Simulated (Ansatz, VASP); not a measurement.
## WSe2 in two plane-wave programs

One calculation is typed for both programs; each brings its own data sets. How far apart do they land? The cell is taken from a series of runs on this material, whose earlier steps may have relaxed, scaled, displaced or heated it; both programs get it as it stands.

Program: Ansatz 0.2.0. Level of theory: plane waves, with VASP 6.6.1 beside it; single point at HSE06. Results are calculated unless marked as measured.

## 1. The structure

The cell holds 3 atoms: 2 Se and 1 W. Its edges and angles: a = 3.240 Å, b = 3.240 Å, c = 29.900 Å, α = 90.0°, β = 90.0°, γ = 120.0°. It derives from WSe2. Vacuum lies along c.

As a file:

```xyz
3
Lattice="3.2405 0.0000 0.0000 -1.6202 2.8063 0.0000 0.0000 0.0000 29.9000" Properties=species:S:1:pos:R:3
Se    0.0000    1.8709   13.2695
Se    0.0000    1.8709   16.6305
W     1.6202    0.9354   14.9500
```

## 2. VASP: single point, HSE06

With cell and atoms fixed, the geometry can't cause a difference; cores, projectors, grids and the points listed under the comparison can.

Lines of VASP's logs that name or quote its potential files are left out, and so is its time.

The run reads the wave functions of an earlier VASP run, which isn't shown here.

INCAR

```
SYSTEM = WSe2
PREC = Accurate
ENCUT = 400
EDIFF = 1E-06
NELM = 100
ISMEAR = 0
SIGMA = 0.01
LREAL = .FALSE.
ALGO = Normal
LHFCALC = .TRUE.
AEXX = 0.25
GGA = PE
HFSCREEN = 0.208
LASPH = .TRUE.
NBANDS = 15
PRECFOCK = Fast
LORBIT = 11
LWAVE = .FALSE.
LCHARG = .FALSE.
KPAR = 4
NCORE = 2
ISIF = 2
LDIPOL = .TRUE.
IDIPOL = 3
DIPOL = 0.5 0.5 0.5
LVHAR = .TRUE.
```

POSCAR

```
WSe2
1.0
    3.2404767544      0.0000000000      0.0000000000
   -1.6202383772      2.8063351897      0.0000000000
    0.0000000000      0.0000000000     29.9000000000
Se W
2 1
Direct
    0.3333333333      0.6666666667      0.4437964158
    0.3333333333      0.6666666667      0.5562035842
    0.6666666667      0.3333333333      0.5000000000
```

KPOINTS

```
Automatic mesh
0
Gamma
6 6 1
0 0 0
```

PAW data sets: Se and W (PBE family, release 64).

On the command line:

```
$ mpirun -np 8 vasp_std
```

Numbers of over 12 decimals in the logs are rounded to 6 here.

Log:

```text
[banner, memory and clock lines left out]
running    8 mpi-ranks, on    1 nodes
 distrk:  each k-point on    2 cores,    4 groups
 distr:  one band on    2 cores,    1 groups

 POSCAR found type information on POSCAR SeW
 POSCAR found :  2 types and       3 ions
 LDA part: xc-table for (Slater+PW92), standard interpolation
 found WAVECAR, reading the header
 POSCAR, INCAR and KPOINTS ok, starting setup
 FFT: planning ... GRIDC
 FFT: planning ... GRID_SOFT
 FFT: planning ... GRID
 reading WAVECAR
 the WAVECAR file was read successfully
 initial charge from wavefunction
 entering main loop
       N       E                     dE             d eps       ncg     rms          rms(c)
DAV:   1    -0.259070654161E+02   -0.25907E+02   -0.10524E+00   252   0.123E+01    0.839E+00
DAV:   2    -0.259007832110E+02    0.62822E-02   -0.29725E-02   238   0.120E+00    0.481E+00
DAV:   3    -0.259004029196E+02    0.38029E-03   -0.62975E-03   273   0.510E-01    0.280E+00
DAV:   4    -0.258993254749E+02    0.10774E-02   -0.13994E-03   245   0.273E-01    0.171E+00
DAV:   5    -0.258992699933E+02    0.55482E-04   -0.70195E-04   280   0.151E-01    0.993E-01
DAV:   6    -0.258992217909E+02    0.48202E-04   -0.97035E-05   287   0.811E-02    0.549E-01
DAV:   7    -0.258992194133E+02    0.23776E-05   -0.28797E-05   259   0.344E-02    0.321E-01
DAV:   8    -0.258992180631E+02    0.13502E-05   -0.44990E-06   280   0.155E-02    0.195E-01
DAV:   9    -0.258992192260E+02   -0.11629E-05   -0.19001E-06   233   0.868E-03    0.116E-01
DAV:  10    -0.258992200055E+02   -0.77948E-06   -0.39030E-07   210   0.507E-03
   1 F= -.25899220E+02 E0= -.25899220E+02  d E =-.589181E-12
```

From OUTCAR (step 2):

```text
ion  position               nearest neighbor table
   1  0.333  0.667  0.444-   3 2.51   3 2.51   3 2.51
   2  0.333  0.667  0.556-   3 2.51   3 2.51   3 2.51
   3  0.667  0.333  0.500-   1 2.51   2 2.51   1 2.51   2 2.51   1 2.51   2 2.51

  LATTYP: Found a hexagonal cell.
 ALAT       =     3.2404767544
 C/A-ratio  =     9.2270373362

 Subroutine GETGRP returns: Found 12 space group operations
 (whereof 12 operations were pure point group operations)

The static configuration has the point symmetry D_3h.

 Found      7 irreducible k-points:

   k-points           NKPTS =      7   k-points in BZ     NKDIM =     36   number of bands    NBANDS=     15

   dimension x,y,z NGX =    24 NGY =   24 NGZ =  196
   dimension x,y,z NGXF=    48 NGYF=   48 NGZF=  392

   ENCUT  =  400.0 eV  29.40 Ry    5.42 a.u.   5.28  5.28 48.76*2*pi/ulx,y,z

   NELECT =      18.0000    total number of electrons

 k-points in reciprocal lattice and weights: Automatic mesh
   0.00000000  0.00000000  0.00000000       0.028
   0.16666667 -0.00000000  0.00000000       0.167
   0.33333333 -0.00000000  0.00000000       0.167
   0.50000000 -0.00000000  0.00000000       0.083
   0.16666667  0.16666667  0.00000000       0.167
   0.33333333  0.16666667  0.00000000       0.333
   0.33333333  0.33333333  0.00000000       0.056

  exchange ACFDT corr.  =         0.00000000  see jH, gK, PRB 81, 115126

 dipolmoment           0.000000      0.000000     -0.000000 electrons x Angstroem

 average (electrostatic) potential at core
       1 -57.4840       2 -57.4840       3 -44.3621

 E-fermi :  -3.1499

 k-point     1 :       0.0000    0.0000    0.0000
  band No.  band energies     occupation
    ...
      5      -5.8607      2.00000
      6      -5.8607      2.00000
      7      -4.4657      2.00000
      8      -4.4657      2.00000
      9      -3.7944      2.00000
     10       0.6286      0.00000
     11       0.6286      0.00000
     12       0.7867      0.00000
     13       0.7867      0.00000
     14       1.7540      0.00000
    ...

 k-point     2 :       0.1667   -0.0000    0.0000
  band No.  band energies     occupation
    ...
      5      -6.6587      2.00000
      6      -5.3935      2.00000
      7      -5.1709      2.00000
      8      -4.7580      2.00000
      9      -3.9862      2.00000
     10      -0.4770      0.00000
     11       0.1383      0.00000
     12       0.2558      0.00000
     13       1.2930      0.00000
     14       2.4379      0.00000
    ...

 k-point     3 :       0.3333   -0.0000    0.0000
  band No.  band energies     occupation
    ...
      5      -8.2530      2.00000
      6      -6.1877      2.00000
      7      -5.5793      2.00000
      8      -4.7205      2.00000
      9      -4.4966      2.00000
     10      -0.4611      0.00000
     11      -0.1621      0.00000
     12       0.8751      0.00000
     13       2.0207      0.00000
     14       3.6095      0.00000
    ...

  Total        0.7819784      0.7819784     -0.7794036      0.0000000      0.0000000     -0.0000000
  in kB        4.6077157      4.6077157     -4.5925445      0.0000000      0.0000000     -0.0000000
  external PRESSURE =       1.5409623 kB  Pullay stress =       0.0000000 kB

  energy-cutoff  :      400.00
  volume of cell :      271.91
      direct lattice vectors                 reciprocal lattice vectors
     3.240476754  0.000000000  0.000000000     0.308596566  0.178168311  0.000000000
    -1.620238377  2.806335190  0.000000000     0.000000000  0.356336621  0.000000000
     0.000000000  0.000000000 29.900000000     0.000000000  0.000000000  0.033444816

 POSITION                                       TOTAL-FORCE (eV/Angst)
 -----------------------------------------------------------------------------------
     -0.00000      1.87089     13.26951        -0.000000     -0.000000      0.227765
     -0.00000      1.87089     16.63049        -0.000000     -0.000000     -0.227765
      1.62024      0.93545     14.95000         0.000000      0.000000      0.000000
 -----------------------------------------------------------------------------------
    total drift:                               -0.000001      0.000001     -0.000000

  FREE ENERGIE OF THE ION-ELECTRON SYSTEM (eV)
  ---------------------------------------------------
  free  energy   TOTEN  =       -25.8992200055 eV

  energy  without entropy=      -25.8992200055  energy(sigma->0) =      -25.89922001

 vacuum level on the upper side and lower side of the slab         2.246         2.246

 total charge
# of ion       s       p       d       tot
------------------------------------------
    1        1.488   2.401   0.074   3.963
    2        1.488   2.401   0.074   3.963
    3        0.627   0.671   4.438   5.737
--------------------------------------------------
tot          3.603   5.472   4.586  13.662

[... 3 further parts left out ...]
```

This run has no spin polarisation, so a moment on W, if there is one, isn't seen. The k-mesh is coarse for exact exchange; levels may shift by about 0.1 eV on a finer one. The data set W keeps the semicore shell frozen, which is cheaper and a little less accurate.

[end of part 1 of 2]

[Lines on the potential files, build, host, timing and source positions are cut from VASP's logs without a mark.]

[Logs are printed without paths, hosts, clocks, repeated set-up lines and the standing remarks that a program may print on its own settings, such as how far it seeks lower states.]

[Hosts, paths, dates, database ids (printed as entryN), source tags and the programs' standing remarks are cut or masked in the printed files.]
